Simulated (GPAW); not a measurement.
# KBr (Fm-3m) in GPAW: dielectric tensor with LDA

Aim: the dielectric tensor of KBr with LDA.

Program: GPAW 26.7.0. These are calculated values, not measurements. Logs are shortened: lines on timing, memory, paths and dates and some standing lists are left out, and cuts for length are marked. The log counts tension as positive stress, the text compression.

**Measured values to compare with.**

A printed reference work, monograph reports, for a bulk crystal of KBr: high-frequency dielectric constant 2.36.

The runs below are set against these values where they give the same quantity.

## Step 1: The crystal as given

It takes space group Fm-3m (No. 225, cubic). Conventional cell: a = 6.600 Å, b = 6.600 Å, c = 6.600 Å, α = 90.00°, β = 90.00°, γ = 90.00°. Around Br (site symmetry m-3m) lie 6 K at 3.30 Å. K (site symmetry m-3m) is surrounded by 6 Br at 3.30 Å.

## Step 2: Dielectric tensor, LDA

Contents of run.py:

```python
import numpy as np
from ase import Atoms
from ase.dft.bandgap import bandgap
from ase.io import write
from gpaw import GPAW, PW
from gpaw.response.df import DielectricFunction

atoms = Atoms(['Br', 'K'],
              cell=[[0.0, 3.3, 3.3],
                    [3.3, 0.0, 3.3],
                    [3.3, 3.3, 0.0]],
              scaled_positions=[[0.5, 0.5, 0.5],
                                [0.0, 0.0, 0.0]],
              pbc=True)

calc = GPAW(mode=PW(450),
            xc='LDA',
            kpts={'size': (6, 6, 6), 'gamma': True},
            occupations={'name': 'fermi-dirac', 'width': 0.001},
            nbands=16,
            convergence={'density': 1e-06},
            maxiter=150,
            txt='gpaw.txt')
atoms.calc = calc
energy = atoms.get_potential_energy()
calc.write('gs.gpw')
write('result.traj', atoms)
print(f'Energy: {energy:.6f} eV')
print('Fermi level:', round(calc.get_fermi_level(), 4), 'eV')
print(f'Gap: {bandgap(calc)[0]:.4f} eV, direct: {bandgap(calc, direct=True)[0]:.4f} eV')

for size in [(13, 13, 13), (18, 18, 18)]:
    name = 'x'.join(str(n) for n in size)
    dense = calc.fixed_density(kpts={'size': size, 'gamma': True},
                               nbands=34, convergence={'bands': 28, 'eigenstates': 1e-7},
                               update_fermi_level=True, txt=f'dense-{name}.txt')
    dense.write(f'{name}.gpw', mode='all')
    df = DielectricFunction(f'{name}.gpw', frequencies=np.array([0.0]), hilbert=False, eta=0.001,
                            ecut=80, nbands=28, intraband=False, txt=f'df-{name}.txt')
    for xc in ['RPA', 'LR0.1', 'ALDA']:
        for direction in ['x', 'y', 'z', [0, 1, 1], [1, 0, 1], [1, 1, 0]]:
            e0, e = df.get_macroscopic_dielectric_constant(xc=xc, direction=direction)
            print(f'{name} {xc} {direction}: {e0:.4f} without, {e:.4f} with local fields')
```

Potentials or basis: the program's PAW data sets (release 1.2.1) made for this functional, pw.

Started as:

```sh
$ OMP_NUM_THREADS=1 python run.py
```

gpaw.txt:

```text
__  _  _
 | _ |_)|_||  |
 |__||  | ||/\| - 26.7.0

Input parameters:
  mode=PW(ecut=450.00000000000006),
  convergence={'density': 1e-06},
  kpts=MonkhorstPack(size=(6, 6, 6), gamma=True),
  maxiter=150,
  nbands=16,
  occupations=Occupations(name='fermi-dirac', width=0.001),
  xc=XC(name='LDA')

Diagonalizing LCAO Hamiltonian
Converting LCAO to pw mode

                 Br

       K

Atoms  # Å, Bohr magnetons
|   | symbol |        x |        y |        z |    initial magnetic moments |
|---|--------|----------|----------|----------|-----------------------------|
| 0 |     Br | 3.300000 | 3.300000 | 3.300000 | ( 0.0000,  0.0000,  0.0000) |
| 1 |      K | 0.000000 | 0.000000 | 0.000000 | ( 0.0000,  0.0000,  0.0000) |

Unit cell  # Å
| periodic |        x |        y |        z |  lengths |    angles |
|----------|----------|----------|----------|----------|-----------|
|      yes | 0.000000 | 3.300000 | 3.300000 | 4.666905 | 60.000000 |
|      yes | 3.300000 | 0.000000 | 3.300000 | 4.666905 | 60.000000 |
|      yes | 3.300000 | 3.300000 | 0.000000 | 4.666905 | 60.000000 |

Number of symmetries: 48
Symmetry operations  # r_c * U_cc + t_c -> r_c
|    | kind |            matrix            |
|----|------|------------------------------|
|  0 |  σ   |  1, 0, 0,  1, 0,-1,  1,-1, 0 |
|  1 |  C2  |  1, 0, 0,  1,-1, 0,  1, 0,-1 |
|  2 |  E   |  1, 0, 0,  0, 1, 0,  0, 0, 1 |
|  3 |  σ   |  1, 0, 0,  0, 0, 1,  0, 1, 0 |
|  4 |  C4  |  1, 0,-1,  1, 0, 0,  1,-1, 0 |
|  5 |  S6  |  1, 0,-1,  1,-1, 0,  1, 0, 0 |
|  6 |  σ   |  1, 0,-1,  0, 1,-1,  0, 0,-1 |
|  7 |  C3  |  1, 0,-1,  0, 0,-1,  0, 1,-1 |
|  8 |  S6  |  1,-1, 0,  1, 0, 0,  1, 0,-1 |
|  9 |  C4  |  1,-1, 0,  1, 0,-1,  1, 0, 0 |
| 10 |  C3  |  1,-1, 0,  0,-1, 1,  0,-1, 0 |
| 11 |  σ   |  1,-1, 0,  0,-1, 0,  0,-1, 1 |
| 12 |  σ   |  0, 1, 0,  1, 0, 0,  0, 0, 1 |
| 13 |  C4  |  0, 1, 0,  0, 1,-1, -1, 1, 0 |
| 14 |  C3  |  0, 1, 0,  0, 0, 1,  1, 0, 0 |
| 15 |  S6  |  0, 1, 0, -1, 1, 0,  0, 1,-1 |
| 16 |  C2  |  0, 1,-1,  1, 0,-1,  0, 0,-1 |
| 17 |  σ   |  0, 1,-1,  0, 1, 0, -1, 1, 0 |
| 18 |  S4  |  0, 1,-1,  0, 0,-1,  1, 0,-1 |
| 19 |  C4  |  0, 1,-1, -1, 1, 0,  0, 1, 0 |
| 20 |  C3  |  0, 0, 1,  1, 0, 0,  0, 1, 0 |
| 21 |  σ   |  0, 0, 1,  0, 1, 0,  1, 0, 0 |
| 22 |  S6  |  0, 0, 1,  0,-1, 1, -1, 0, 1 |
| 23 |  C4  |  0, 0, 1, -1, 0, 1,  0,-1, 1 |
| 24 |  S4  |  0, 0,-1,  1, 0,-1,  0, 1,-1 |
| 25 |  C3  |  0, 0,-1,  0, 1,-1,  1, 0,-1 |
| 26 |  C2  |  0, 0,-1,  0,-1, 0, -1, 0, 0 |
| 27 |  S6  |  0, 0,-1, -1, 0, 0,  0,-1, 0 |
| 28 |  S4  |  0,-1, 1,  1,-1, 0,  0,-1, 0 |
| 29 |  C4  |  0,-1, 1,  0, 0, 1, -1, 0, 1 |
| 30 |  C2  |  0,-1, 1,  0,-1, 0,  1,-1, 0 |
| 31 |  σ   |  0,-1, 1, -1, 0, 1,  0, 0, 1 |
| 32 |  C3  |  0,-1, 0,  1,-1, 0,  0,-1, 1 |
| 33 |  S6  |  0,-1, 0,  0, 0,-1, -1, 0, 0 |
| 34 |  S4  |  0,-1, 0,  0,-1, 1,  1,-1, 0 |
| 35 |  C2  |  0,-1, 0, -1, 0, 0,  0, 0,-1 |
| 36 |  C2  | -1, 1, 0,  0, 1, 0,  0, 1,-1 |
| 37 |  S6  | -1, 1, 0,  0, 1,-1,  0, 1, 0 |
| 38 |  S4  | -1, 1, 0, -1, 0, 1, -1, 0, 0 |
| 39 |  C3  | -1, 1, 0, -1, 0, 0, -1, 0, 1 |
| 40 |  S6  | -1, 0, 1,  0, 0, 1,  0,-1, 1 |
| 41 |  C2  | -1, 0, 1,  0,-1, 1,  0, 0, 1 |
| 42 |  C3  | -1, 0, 1, -1, 1, 0, -1, 0, 0 |
| 43 |  S4  | -1, 0, 1, -1, 0, 0, -1, 1, 0 |
| 44 |  C2  | -1, 0, 0,  0, 0,-1,  0,-1, 0 |
| 45 |  i   | -1, 0, 0,  0,-1, 0,  0, 0,-1 |
| 46 |  σ   | -1, 0, 0, -1, 1, 0, -1, 0, 1 |
| 47 |  C2  | -1, 0, 0, -1, 0, 1, -1, 1, 0 |

BZ-sampling:
  Number of BZ points: 216
  Number of IBZ points: 16

  Monkhorst-Pack size: [6, 6, 6]
  Monkhorst-Pack shift: [0.08333333333333333, 0.08333333333333333, 0.08333333333333333]

K-points  # in reciprocal-cell coordinates
|     |                                coordinates |     weight |
|-----|--------------------------------------------|------------|
|   0 | (  0.00000000,   0.00000000,   0.00000000) | 0.00462963 |
|   1 | (  0.16666667,   0.16666667,   0.00000000) | 0.02777778 |
|   2 | (  0.16666667,   0.16666667,   0.16666667) | 0.03703704 |
|   3 | (  0.33333333,   0.16666667,   0.16666667) | 0.05555556 |
|   4 | (  0.33333333,   0.33333333,  -0.33333333) | 0.05555556 |
|   5 | (  0.33333333,   0.33333333,   0.00000000) | 0.02777778 |
|   6 | (  0.33333333,   0.33333333,   0.16666667) | 0.11111111 |
|   7 | (  0.33333333,   0.33333333,   0.33333333) | 0.03703704 |
|   8 | (  0.50000000,   0.33333333,  -0.33333333) | 0.11111111 |
|   9 | (  0.50000000,   0.33333333,  -0.16666667) | 0.05555556 |
| ... |                                            |            |
|  15 | (  0.50000000,   0.50000000,   0.50000000) | 0.01851852 |

Plane wave coefficients: 1588
Cutoff: 450.00000000000006 eV

Spin-components: 1 (collinear spins)
Bands:           16
Projectors:      10
Spin-degeneracy: 2
Datatype:        complex128

Parallelization:
  kpt:    1
  domain: 1
  band:   1

Density:
  Valence electrons: 16.0
  Components: 1
  Grid points: [24 24 24]
  Charge: 0.0  # |e|

Potential:
  Grid points: [24 24 24]

species:
  Br:
    name:    Bromine
    Z:       35.0
    valence: 7
    core:    28
    charge:  0.0  # [|e|]
    compensation charges:
      type: gauss
      rc: 0.35  # [Å]
      lmax: 2
    cutoffs:
      filter: 1.98  # [Å]
      core: 2.38  # [Å]
    projectors
    | kind |    occ | energy [eV] | rcut [Å] |
    |------|--------|-------------|----------|
    |   4s |  2.000 |     -20.306 |    1.111 |
    |   4p |  5.000 |      -8.003 |    1.111 |
    |    s |        |       6.906 |    1.111 |
    |    p |        |      19.208 |    1.111 |
    |    d |        |       0.000 |    1.111 |

    Using partial waves for Br as LCAO basis

  K:
    name:    Potassium
    Z:       19.0
    valence: 9
    core:    10
    charge:  0.0  # [|e|]
    compensation charges:
      type: gauss
      rc: 0.35  # [Å]
      lmax: 2
    cutoffs:
      filter: 1.91  # [Å]
      core: 1.27  # [Å]
    projectors
    | kind |    occ | energy [eV] | rcut [Å] |
    |------|--------|-------------|----------|
    |   3s |  2.000 |     -35.177 |    1.122 |
    |   4s |  1.000 |      -2.428 |    1.122 |
    |   3p |  6.000 |     -18.839 |    1.106 |
    |    p |        |       8.373 |    1.106 |
    |    d |        |       0.000 |    0.937 |

    Using partial waves for K as LCAO basis

Reference energy: -87153.214374  # eV

eigensolver:
  PPCG
  Converge bands: occupied
  niter=2

density mixing:
  MSR1-Mixer
  Pratt-step length: 0.05
  Maximum mixing coefficient: 0.75
  Old densities: 10
  SVD Regularization: 0.005
  Good broyden scale: 1.0
  Trust region scale: 1.0
  Backstep threshold: 4.0
  History deletion threshold: 6.0
  Fourier metric: weight=20.0, sigma=0.015

occupation numbers:
  Fermi-Dirac:
    width: 0.0010  # eV

poisson solver:
  ecut: 3600.0000000000005  # eV

xc functional:
  name: None

convergence criteria:
- Maximum integral of absolute [dens]ity change: 1e-06 electrons / valence electron
- Maximum [total energy] change in last 3 cyles: 0.0005 eV / valence electron
- Maximum integral of absolute [eigenst]ate change: 4e-08 eV^2 / valence electron
maximum number of iterations: 150

SCF iterations
|iter     | |      energy | eigst |  dens |
|---------|-|-------------|-------|-------|
|iter:   1| |   -7.128030 | -0.37 |       |
|iter:   2| |   -7.105100 | -2.38 | -1.34 |
|iter:   3| |   -6.985631 | -2.16 | -1.37 |
|iter:   4| |   -6.981120 | -3.44 | -1.74 |
|iter:   5| |   -6.981011c| -4.56 | -2.12 |
|iter:   6| |   -6.981030c| -5.90 | -2.80 |
|iter:   7| |   -6.981031c| -7.55c| -3.66 |
|iter:   8| |   -6.981031c| -7.50c| -4.10 |
|iter:   9| |   -6.981031c| -8.97c| -5.71 |
|iter:  10| |   -6.981031c| -9.86c| -6.10c|

Converged in 10 steps
Energy contributions relative to reference atoms: (reference = -87153.214374)

Energy contributions:
  Kinetic:           2.170410
  Coulomb:          -1.958850
  Zero:             -0.674943
  External:          0.000000
  Xc:               -6.517649
  Entropy:          -0.000000
  Spinorbit:         0.000000
  ----------------------------
  Free energy:      -6.981031
  Extrapolated:     -6.981031

dipole moment: (-23.977925, -23.977925, -23.977925)  # |e|*Ang

Fermi level: 1.256
Eigenvalues  # (at kpt = [0.000, 0.000, 0.000])
| band index |      eig [eV] | occ [0-2] |
|------------|---------------|-----------|
|          0 |       -27.916 |     2.000 |
|          1 |       -12.833 |     2.000 |
|          2 |       -11.623 |     2.000 |
|          3 |       -11.623 |     2.000 |
|          4 |       -11.623 |     2.000 |
|          5 |        -0.480 |     2.000 |
[... 8 lines left out ...]
|         14 |        10.728 |     0.000 |
|         15 |        14.792 |     0.000 |

Gap: 4.037 eV
Transition (v -> c):
  (s=0, k=0, n=7, [0.00, 0.00, 0.00]) -> (s=0, k=0, n=8, [0.00, 0.00, 0.00])
No difference between direct/indirect transitions
# Writing to gs.gpw (mode='')
```

It took 5.6 min on 1 thread of Arm Neoverse V1, shared host; peak memory 1.3 GiB.

Results:

* Free energy: -6.9810 eV
* Band gap on the k mesh: 4.04 eV, direct
* Electronic dielectric tensor (diagonal): 2.46

Electronic dielectric tensor:
```
2.46 0.00 0.00
0.00 2.46 0.00
0.00 0.00 2.46
```

Caveat: the long-wavelength limit can be off by a per cent or two.

## Step 3: How close it comes

Step 2. Measured high-frequency dielectric constant of KBr: 2.36 (a printed reference work, monograph). This calculation gives 2.46 (+4.2 %).
